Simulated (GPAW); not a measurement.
MgTe:

```
Te Mg
1.0
     0.00000    3.23200    3.23200
     3.23200    0.00000    3.23200
     3.23200    3.23200    0.00000
Te Mg
1 1
Direct
  0.25000 0.25000 0.25000
  0.00000 0.00000 0.00000
```

The cell comes from a database or a generator and needn't be the stable form of this composition.

| Property | Result |
| --- | --- |
| Program | GPAW 26.7.0 |
| Task | relaxation of cell and atoms |
| Functional | RPBE |
| Dispersion | D4 |
| Potentials or basis | the program's PAW data sets (release 1.2.1) made for this functional |
| Cutoff | 800 eV |
| Basis | pw |
| k mesh | 7 × 7 × 7 |
| Occupations | fermi-dirac, width 0.05 eV |
| Spin | no spin polarisation |

At the start: pressure -0.9 GPa; volume 33.76 Å³/atom.

Problem. How do energy, volume and symmetry change on relaxing?

Solution. Over 3 steps the energy falls by 2.3 meV/atom and the volume is 32.91 Å³/atom (-2.5 %); space group F-43m (No. 216, to 0.05 Å).

Step by step:
| step | energy change (eV) | largest force (eV/Å) | pressure (GPa) | volume (Å³) |
| --- | --- | --- | --- | --- |
| 1 | 0.0000 | 0.0000 | -0.87 | 67.52 |
| 2 | -0.0013 | 0.0000 | -0.74 | 67.26 |
| 3 | -0.0047 | 0.0000 | 0.02 | 65.81 |

Final structure:
```
CELL_PARAMETERS angstrom
0.00001 3.20453 3.20453
3.20453 0.00001 3.20453
3.20453 3.20453 0.00001
ATOMIC_POSITIONS crystal
Te 0.25000 0.25000 0.25000
Mg 0.00000 0.00000 0.00000
```

Caveat: later steps reuse the first step's grids.
